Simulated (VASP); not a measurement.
# Pt in VASP: notebook

One slab, Pt, is run at these levels: PBE; tasks: single point, relaxation of the atoms.

All numbers are computed with VASP 6.6.1; they aren't measurements. Logs are shortened: lines on timing, memory, paths and dates and some standing lists are left out, and cuts for length are marked.

### Step 1. The structure

The cell holds a slab with vacuum, 5 atoms: a = 2.775 Å, b = 2.775 Å, c = 24.062 Å, α = 90.00°, β = 90.00°, γ = 60.00°.

The cell was built by a generator and needn't be a form met in nature.

### Step 2. Single point, PBE

Input file INCAR:

```
SYSTEM = Pt
ALGO = Fast
DIPOL = 0.5 0.5 0.500
EDIFF = 1E-6
ENCUT = 520
GGA = PE
IDIPOL = 3
ISIF = 2
ISMEAR = 0
LASPH = .TRUE.
LCHARG = .FALSE.
LDIPOL = .TRUE.
LREAL = .FALSE.
LWAVE = .FALSE.
NBANDS = 33
NELM = 100
PREC = Accurate
SIGMA = 0.1
```

Input file KPOINTS:

```
k-points
0
G
  16 16 1
  0 0 0
```

Input file POSCAR:

```
Pt
1.0
    2.7746870094      0.0000000000      0.0000000000
    1.3873435047      2.4029494377      0.0000000000
    0.0000000000      0.0000000000     24.0620898252
Pt
5
Direct
    0.0000000000      0.0000000000      0.3062902213
    0.3333333333      0.3333333333      0.4038944374
    0.6666666667      0.6666666667      0.4999999059
    0.0000000000      0.0000000000      0.5961054763
    0.3333333333      0.3333333333      0.6937099591
```

Potentials or basis: VASP PAW PBE potentials, release 64 (Pt).

Started as:

```
> cat potpaw_PBE.64/Pt/POTCAR > POTCAR
> mpirun -np 1 vasp_std > vasp.out
```

OUTCAR:

```text
SYSTEM = Pt
   EDIFF = 1E-6
   ENCUT = 520
   GGA = PE
   ISIF = 2
   ISMEAR = 0
   LASPH = .TRUE.
   LREAL = .FALSE.
   NELM = 100
   PREC = Accurate

 ion  position               nearest neighbor table
   1  0.000  0.000  0.306-   2 2.84   2 2.84   2 2.84
   2  0.333  0.333  0.404-   3 2.81   3 2.81   3 2.81   1 2.84   1 2.84   1 2.84
   3  0.667  0.667  0.500-   2 2.81   2 2.81   2 2.81   4 2.81   4 2.81   4 2.81
   4  0.000  0.000  0.596-   3 2.81   3 2.81   3 2.81   5 2.84   5 2.84   5 2.84
   5  0.333  0.333  0.694-   4 2.84   4 2.84   4 2.84

  LATTYP: Found a hexagonal cell.
 ALAT       =     2.7746870094
 C/A-ratio  =     8.6720014703

  Lattice vectors:

 A1 = (  -1.3873435047,  -2.4029494377,   0.0000000000)
 A2 = (   2.7746870094,   0.0000000000,   0.0000000000)
 A3 = (   0.0000000000,   0.0000000000,  24.0620898252)

Analysis of symmetry for initial positions (statically):
=====================================================================
 Subroutine PRICEL returns:
 Original cell was already a primitive cell.

 Routine SETGRP: Setting up the symmetry group for a
 hexagonal supercell.

 Subroutine GETGRP returns: Found 12 space group operations
 (whereof  6 operations were pure point group operations)
 out of a pool of 24 trial point group operations.

The static configuration has the point symmetry C_3v.
 The point group associated with its full space group is D_3d.

Analysis of symmetry for dynamics (positions and initial velocities):
=====================================================================
 Subroutine PRICEL returns:
 Original cell was already a primitive cell.

 Routine SETGRP: Setting up the symmetry group for a
 hexagonal supercell.

 Subroutine GETGRP returns: Found 12 space group operations
 (whereof  6 operations were pure point group operations)
 out of a pool of 24 trial point group operations.

The dynamic configuration has the point symmetry C_3v.
 The point group associated with its full space group is D_3d.

 Subroutine INISYM returns: Found 12 space group operations
 (whereof  6 operations are pure point group operations),
 and found     1 'primitive' translations

----------------------------------------------------------------------------------------

                                     Primitive cell

  volume of cell :     160.4324

  direct lattice vectors                    reciprocal lattice vectors
     2.774687009  0.000000000  0.000000000     0.360401010 -0.208077620  0.000000000
     1.387343505  2.402949438  0.000000000     0.000000000  0.416155240  0.000000000
     0.000000000  0.000000000 24.062089825     0.000000000  0.000000000  0.041559150

  length of vectors
     2.774687009  2.774687009 24.062089825     0.416155240  0.416155240  0.041559150

  position of ions in fractional coordinates (direct lattice)
     0.000000000  0.000000000  0.306290221
     0.333333333  0.333333333  0.403894437
     0.666666667  0.666666667  0.499999906
     0.000000000  0.000000000  0.596105476
     0.333333333  0.333333333  0.693709959

  ion indices of the primitive-cell ions
   primitive index   ion index
                 1           1
                 2           2
                 3           3
                 4           4
                 5           5

----------------------------------------------------------------------------------------

 KPOINTS: k-points

Automatic generation of k-mesh.
 Grid dimensions read from file:
 generate k-points for:   16   16    1

 Generating k-lattice:

  Cartesian coordinates                     Fractional coordinates (reciprocal lattice)
     0.022525063 -0.013004851  0.000000000     0.062500000  0.000000000  0.000000000
     0.000000000  0.026009703  0.000000000     0.000000000  0.062500000  0.000000000
     0.000000000  0.000000000  0.041559150     0.000000000  0.000000000  1.000000000

  Length of vectors
     0.026009703  0.026009703  0.041559150

  Shift w.r.t. Gamma in fractional coordinates (k-lattice)
     0.000000000  0.000000000  0.000000000

 Subroutine IBZKPT returns following result:
 ===========================================

 Found     30 irreducible k-points:

 Following reciprocal coordinates:
            Coordinates               Weight
  0.000000  0.000000  0.000000      1.000000
  0.062500 -0.000000  0.000000      6.000000
  0.125000 -0.000000  0.000000      6.000000
  0.187500  0.000000  0.000000      6.000000
  0.250000 -0.000000  0.000000      6.000000
  0.312500 -0.000000  0.000000      6.000000
[... 16 lines left out ...]
  0.375000  0.187500  0.000000      6.000000
  0.437500  0.187500  0.000000     12.000000
 [... further k-points ...]
   k-points           NKPTS =     30   k-points in BZ     NKDIM =     30   number of bands    NBANDS=     33
   number of dos      NEDOS =    301   number of ions     NIONS =      5
   total plane-waves  NPLWV = 103680
   dimension x,y,z NGX =    24 NGY =   24 NGZ =  180
   dimension x,y,z NGXF=    48 NGYF=   48 NGZF=  360
   ions per type =               5
   NGX,Y,Z   is equivalent  to a cutoff of  14.38, 14.38, 12.44 a.u.
   NGXF,Y,Z  is equivalent  to a cutoff of  28.76, 28.76, 24.87 a.u.
 SYSTEM =  Pt
   PREC   = accura    normal or accurate (medium, high low for compatibility)
   ISTART =      0    job   : 0-new  1-cont  2-samecut
   ICHARG =      2    charge: 1-file 2-atom 10-const
   ISPIN  =      1    spin polarized calculation?
   LNONCOLLINEAR =      F non collinear calculations
   LSORBIT =      F    spin-orbit coupling
   LASPH  =      T    aspherical Exc in radial PAW
   ENCUT  =  520.0 eV  38.22 Ry    6.18 a.u.   5.16  5.16 44.74*2*pi/ulx,y,z
   NELM   =    100;   NELMIN=  2; NELMDL= -5     # of ELM steps
   EDIFF  = 0.1E-05   stopping-criterion for ELM
   LREAL  =      F    real-space projection
   EDIFFG = 0.1E-04   stopping-criterion for IOM
   NSW    =      0    number of steps for IOM
   IBRION =     -1    ionic relax: 0-MD 1-quasi-New 2-CG
   NFREE  =      0    steps in history (QN), initial steepest desc. (CG)
   ISIF   =      2    stress and relaxation
   ISYM   =      2    0-nonsym 1-usesym 2-fastsym
   POTIM  = 0.5000    time-step for ionic-motion
   TEBEG  =    0.0;   TEEND  =   0.0 temperature during run
   PSTRESS=    0.0 pullay stress
   NELECT =      50.0000    total number of electrons
   NUPDOWN=      -1.0000    fix difference up-down
   EMIN   =  10.00;   EMAX   =-10.00  energy-range for DOS
   EFERMI =   0.00;   METHOD = LEGACY
   ISMEAR =     0;   SIGMA  =   0.10  broadening in eV -4-tet -1-fermi 0-gaus
   EFERMI_NEDOS =   21; number of points for ismear=-14 and -15
   IALGO  =     68    algorithm
   IMIX   =      4    mixing-type and parameters
     AMIX     =   0.40;   BMIX     =  1.00
     AMIX_MAG =   1.60;   BMIX_MAG =  1.00
  volume/ion in A,a.u.               =      32.09       216.53
  Fermi-wavevector in a.u.,A,eV,Ry     =   1.109943  2.097489 16.762029  1.231974
  Thomas-Fermi vector in A             =   2.246489
   LORBIT       =      0    0 simple, 1 ext, 2 COOP (PROOUT), +10 PAW based schemes
   GGA     = PE    functional components
   LHFCALC =     F    Hartree Fock is set to
   AEXX    =    0.0000 exact exchange contribution
   IVDW    =     0    specifies the selected vdW correction
   LEPSILON=     F    determine dielectric tensor
   LRPA    =     F    only Hartree local field effects (RPA)
 non-spin polarized calculation
 RMM-DIIS sequential band-by-band and
 Gauss-broadening in eV      SIGMA  =   0.10
  energy-cutoff  :      520.00
  volume of cell :      160.43
 maximum number of plane-waves:      4349
 NGX is ok and might be reduce to    24
   NGX = 11   NGY = 11   NGZ = 89

 dipolmoment           0.000000      0.000000     -0.000000 electrons x Angstroem

 number of electron      50.0000002 magnetization

 dipolmoment           0.000000      0.000000      0.000075 electrons x Angstroem

 Free energy of the ion-electron system (eV)
  ---------------------------------------------------
  ext. energy  EPLUGINS =         0.00000000
  ---------------------------------------------------
  free energy    TOTEN  =       -29.29730818 eV

  energy without entropy =      -29.22985070  energy(sigma->0) =      -29.26357944

 E-fermi :   2.1735     XC(G=0):  -7.1942

 val. band max:        2.1668720595   @ k =   0.3125   0.0625   0.0000
 cond. band min:       2.1797842826   @ k =   0.1250  -0.0000   0.0000
 fundamental gap:      0.0129122231
 Fermi energy:         2.1734823793

 k-point     1 :       0.0000    0.0000    0.0000
  band No.  band energies     occupation
      1      -7.3815      2.00000
      2      -6.4150      2.00000
      3      -5.4211      2.00000
      4      -4.7743      2.00000
      5      -4.7640      2.00000
      6      -1.7207      2.00000
[... 25 lines left out ...]
     32       7.4787      0.00000
     33       7.9194      0.00000

 k-point     2 :       0.0625   -0.0000    0.0000
  band No.  band energies     occupation
      1      -7.2433      2.00000
      2      -6.2790      2.00000
      3      -5.2829      2.00000
      4      -4.6425      2.00000
      5      -4.6250      2.00000
      6      -1.7680      2.00000
[... 25 lines left out ...]
     32       7.5655      0.00000
     33       8.0230      0.00000
[... 754 lines left out ...]
     32       9.5602      0.00000
     33      10.7241      0.00000

 k-point    24 :       0.4375    0.1875    0.0000
  band No.  band energies     occupation
      1      -3.9578      2.00000
      2      -3.7000      2.00000
      3      -3.3151      2.00000
      4      -3.1605      2.00000
      5      -2.9302      2.00000
      6      -2.6211      2.00000
[... 25 lines left out ...]
     32      10.3293      0.00000
     33      10.7665      0.00000

 [... further k-points ...]

------------------------ aborting loop because EDIFF is reached ----------------------------------------

 vacuum level on the upper side and lower side of the slab       (xc-potential included)        -0.305        -0.307

  FORCE on cell =-STRESS in cart. coord.  units (eV):
  Direction    XX          YY          ZZ          XY          YZ          ZX
  --------------------------------------------------------------------------------------
  -------------------------------------------------------------------------------------
  Total       -2.6886614     -2.6886614     -0.2796713      0.0000000      0.0000000      0.0000000
  in kB      -26.8506450    -26.8506450     -2.7929717      0.0000000      0.0000000      0.0000000
  external PRESSURE =     -18.8314206 kB  Pullay stress =       0.0000000 kB

 VOLUME and BASIS-vectors are now :
 -----------------------------------------------------------------------------
  energy-cutoff  :      520.00
  volume of cell :      160.43
      direct lattice vectors                 reciprocal lattice vectors
     2.774687009  0.000000000  0.000000000     0.360401010 -0.208077620  0.000000000
     1.387343505  2.402949438  0.000000000     0.000000000  0.416155240  0.000000000
     0.000000000  0.000000000 24.062089825     0.000000000  0.000000000  0.041559150

 POSITION                                       TOTAL-FORCE (eV/Angst)
 -----------------------------------------------------------------------------------
      0.00000      0.00000      7.36998        -0.000000      0.000000      0.024701
      1.38734      0.80098      9.71854        -0.000000     -0.000000     -0.002119
      2.77469      1.60197     12.03104         0.000000      0.000000      0.000000
      0.00000      0.00000     14.34354         0.000000      0.000000      0.002119
      1.38734      0.80098     16.69211         0.000000     -0.000000     -0.024701
 -----------------------------------------------------------------------------------
    total drift:                                0.000000      0.000000      0.010992

  FREE ENERGIE OF THE ION-ELECTRON SYSTEM (eV)
  ---------------------------------------------------
  free  energy   TOTEN  =       -29.2973081777 eV

  energy  without entropy=      -29.2298506990  energy(sigma->0) =      -29.26357944

 vacuum level on the upper side and lower side of the slab         7.715         7.713
```

It took 1.9 min on 1 thread of Intel Xeon 6975P-C (Granite Rapids), shared host; peak memory 0.37 GiB.

What came out:

* Free energy: -29.2973 eV
* Largest force: 0.025 eV/Å
* Band gap on the k mesh: none (metal or under the smearing width)

Forces in eV/Å, atoms in the order of the input:
```
Pt   0.000  0.000  0.025
Pt   0.000  0.000 -0.002
Pt   0.000  0.000  0.000
Pt   0.000  0.000  0.002
Pt   0.000  0.000 -0.025
```

Spin-orbit coupling is left out, which matters for the levels of Pt.

### Step 3. Relaxation of the atoms, PBE

Input file INCAR:

```
PREC = Accurate ; ENCUT = 520
EDIFF = 1E-6 ; ISMEAR = 0
SIGMA = 0.1 ; LREAL = F
LASPH = T ; NELM = 100
ALGO = Fast ; ISIF = 2
LWAVE = F ; LCHARG = F
LDIPOL = T ; IDIPOL = 3
DIPOL = 0.5 0.5 0.500 ; GGA = PE
IBRION = 2 ; NSW = 80
EDIFFG = -0.01
```

Input file KPOINTS:

```
regular mesh
0
Gamma
  16 16 1
```

Input file POSCAR:

```
Pt
1.0
    2.7746870094      0.0000000000      0.0000000000
    1.3873435047      2.4029494377      0.0000000000
    0.0000000000      0.0000000000     24.0620898252
Pt
5
Direct
    0.0000000000      0.0000000000      0.3116936249
    0.3333333333      0.3333333333      0.4058468124
    0.6666666667      0.6666666667      0.5000000000
    0.0000000000      0.0000000000      0.5941531876
    0.3333333333      0.3333333333      0.6883063751
```

Potentials or basis: VASP PAW PBE potentials, release 64 (Pt).

Started as:

```
> cat potpaw_PBE.64/Pt/POTCAR > POTCAR
> mpirun -np 1 vasp_std > vasp.out
```

It took 9.6 min on 1 thread of Intel Xeon 6975P-C (Granite Rapids), shared host; peak memory 0.39 GiB.

The run converged. Its results:

```yaml
Free_energy: -29.2975 eV
Energy_gained_by_relaxing: 10.8 meV/atom
Ionic_steps: 11
Largest_force_after_relaxing: 0.005 eV/Å
```

Forces in eV/Å, atoms in the order of the input:
```
Pt   0.000  0.000 -0.005
Pt   0.000  0.000  0.000
Pt   0.000  0.000  0.000
Pt   0.000  0.000  0.000
Pt   0.000  0.000  0.005
```

Step by step:
```csv
step,energy change (eV),largest force (eV/Å),pressure (GPa)
1,0.0000,0.4951,0.91
2,-0.0198,0.2471,0.39
3,-0.0225,0.2411,0.15
4,-0.0298,0.1919,-0.15
5,-0.0438,0.0672,-1.02
6,-0.0407,0.1345,-2.58
7,-0.0473,0.0252,-1.71
8,-0.0538,0.0164,-1.69
9,-0.0538,0.0128,-1.66
10,-0.0538,0.0105,-1.69
11,-0.0538,0.0051,-1.68
```

Final structure:
```
Pt
1.0
     2.77469    0.00000    0.00000
     1.38734    2.40295    0.00000
     0.00000    0.00000   24.06209
Pt
5
Direct
  0.00000 0.00000 0.30671
  0.33333 0.33333 0.40411
  0.66667 0.66667 0.50000
  0.00000 0.00000 0.59589
  0.33333 0.33333 0.69329
```

Levels at points of the mesh, in eV from the Fermi level:
```csv
k point,band 23,band 24,band 25,band 26,band 27,band 28
"(0.00, 0.00, 0.00)",-1.31,-0.84,-0.84,-0.29,-0.29,-0.17
"(0.50, 0.00, 0.00)",0.38,0.63,0.64,0.75,2.18,2.49
```

Caveat: the bands computed are all filled at some k points, so no gap is given.
